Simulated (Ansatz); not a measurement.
Ionic part of the dielectric constant of CaF₂ at 22 GPa, mode by mode

Method: Ansatz, DFT PBEsol, scalar-relativistic, plane waves, PAW. Plane waves to 420 eV; Γ-centred k mesh 8×8×8; fixed occupations. No spin polarisation. Phonons by linear response, acoustic sum rule imposed.

Symmetry: Fm-3m, No. 225, cubic system. Conventional cell: a = 5.118 Å, b = 5.118 Å, c = 5.118 Å, α = 90.00°, β = 90.00°, γ = 90.00°. Ca (site symmetry m-3m) is surrounded by 8 F at 2.22 Å. Around F (site symmetry -43m) lie 4 Ca at 2.22 Å.

The real crystal has changed phase below this pressure.

The primitive cell has V = 33.52 Å³ and ε∞,yy = 2.452. Each polar mode adds Δε = (4.92064×10⁷/V)·S/ν² along y, with S its oscillator strength in e²/amu, ν in cm⁻¹ and V in Å³.

Q: From these modes, find each Δε and ε0,yy.
```tsv
ν (cm⁻¹)	S_yy (e²/amu)
371.7	0.3014
```

A:
```tsv
ν (cm⁻¹)	Δε
371.7	3.20
```

The sum is 3.202, so ε0,yy = 5.65; the run's tensor has 5.65.

Q: Where do the longitudinal modes lie for a wave vector along y?

A: At 564 cm⁻¹. The Lyddane–Sachs–Teller product Π(ν_LO/ν_TO)² = 2.31 matches ε0/ε∞ = 2.31.

Cost: 1 run of about 0.45 core-minutes, on Arm Neoverse V1 (shared hosts).

The lattice supplies more of the static response of compressed CaF₂ than the electrons do: the ionic term is 3.20, while ε∞ is only 2.452. This is typical of a strongly ionic, wide-gap fluoride, whose tightly held F 2p electrons polarise weakly while the charged sublattices are displaced easily. The whole ionic term comes from one polar vibration, Ca moving against the F sublattice. The other optical mode of fluorite, with the two fluorines moving in opposition, carries no dipole. Cubic symmetry makes the response the same in every direction.

The rise from 371.7 to 564 cm⁻¹ reflects the macroscopic field that accompanies longitudinal motion, screened only by the electrons. A semilocal functional usually overestimates ε∞, so this splitting is probably somewhat too small for the given oscillator strength. With a single polar mode, the Lyddane–Sachs–Teller agreement follows from the harmonic model and confirms internal consistency, not accuracy. Compression normally stiffens this mode and so reduces its dielectric weight, but a single pressure cannot show that trend.
